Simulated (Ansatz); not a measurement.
Wanted: the native input for an Ansatz 0.2.0 run.

```
Task                : single point
Functional          : PBE
Potentials or basis : Ansatz PAW
Cutoff              : 420 eV (not typed: the program's choice for these potentials)
k mesh              : 12 × 12 × 6
Occupations         : fermi-dirac, width 0.05 eV
Spin                : collinear spin, ferrimagnetic start
Starting moments    : [2.0, -1.0] μB
```

V:

```xyz
2
Lattice="2.6043 0.0000 0.0000 -1.3021 2.2554 0.0000 0.0000 0.0000 4.7233" Properties=species:S:1:pos:R:3 pbc="T T T"
V     0.0000    1.5036    1.1808
V     1.3021    0.7518    3.5425
```

This isn't the form of V at room conditions, which is bcc.

The input as run:

input.yaml

```yaml
crystal:
  lattice:
    - [2.6042941027, 0.0, 0.0]
    - [-1.3021470513, 2.2553848518, 0.0]
    - [0.0, 0.0, 4.723336]
  atoms:
    - { symbol: V, position: [0.3333333333, 0.6666666667, 0.25], spin: 2.0 }
    - { symbol: V, position: [0.6666666667, 0.3333333333, 0.75], spin: -1.0 }
hamiltonian:
  xc: pbe
  pseudopotentials: { kind: paw }
magnetization:
  spin_polarized: true
kpoints:
  mp_grid: { grid: [12, 12, 6] }
scf:
  occupations: { method: fermi_dirac, width: 0.05 }
output:
  forces: true
  stress: true
  eigenvalues: true
```

Potentials or basis: Ansatz PAW.

The run is started by

```sh
$ ansatz run input.yaml --threads 2 --pin off --max-ram 5632MiB --backend cpu --events-out ev --progress --plain --runs-dir out
```

It gave:

```
Pressure               : -0.5 GPa
Band gap on the k mesh : none (metal or under the smearing width)
Net moment             : 0.00 μB per cell
Absolute moment        : 0.00 μB per cell
```

Caveat: the starting moments weren't kept.

Run time: 17 s on 2 threads of Arm Neoverse V2 (shared host), peak memory 0.41 GiB.
